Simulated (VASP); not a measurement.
Wanted: the native input for a VASP 6.6.1 run.

```yaml
Task: single point
Functional: PBE
Potentials_or_basis: VASP PAW PBE potentials, release 64 (Be, S)
Cutoff: 520 eV
k_mesh: 8 × 8 × 8
Occupations: gaussian, width 0.02 eV
Spin: no spin polarisation
Dipole_correction: no
Further_INCAR_settings: ALGO = Normal; EDIFF = 1e-06; NBANDS = 11
```

The structure of BeS lies in POSCAR:

```
BeS
1.0
    0.0000000000      2.4230600000      2.4230600000
    2.4230600000      0.0000000000      2.4230600000
    2.4230600000      2.4230600000      0.0000000000
Be S
1 1
Direct
    0.0000000000      0.0000000000      0.0000000000
    0.7500000000      0.7500000000      0.7500000000
```

The cell isn't the ideal one: strained and moved within the space group.

The input as run:

INCAR

```
SYSTEM = BeS
ALGO = Normal ; EDIFF = 1E-6
ENCUT = 520 ; GGA = PE
ISIF = 2 ; ISMEAR = 0
LASPH = .True. ; LCHARG = .True.
LELF = .True. ; LREAL = .False.
LVHAR = .True. ; LWAVE = .False.
NBANDS = 11 ; NELM = 100
PREC = Accurate ; SIGMA = 0.02
```

KPOINTS

```
k-points
0
Gamma
  8 8 8
  0 0 0
```

Potentials or basis: VASP PAW PBE potentials, release 64 (Be, S).

The run is started by

```bash
$ cat potpaw_PBE.64/Be/POTCAR potpaw_PBE.64/S/POTCAR > POTCAR
$ mpirun -np 1 vasp_std > vasp.out
```

It gave:

| Quantity | Value |
| --- | --- |
| Pressure | 1.8 GPa |
| Band gap on the k mesh | 3.11 eV, indirect (least direct gap 5.67 eV) |

Wall time 5.6 s on 1 thread of Intel(R) Xeon(R) 6975P-C (Granite Rapids) (shared host), peak memory 0.15 GiB.
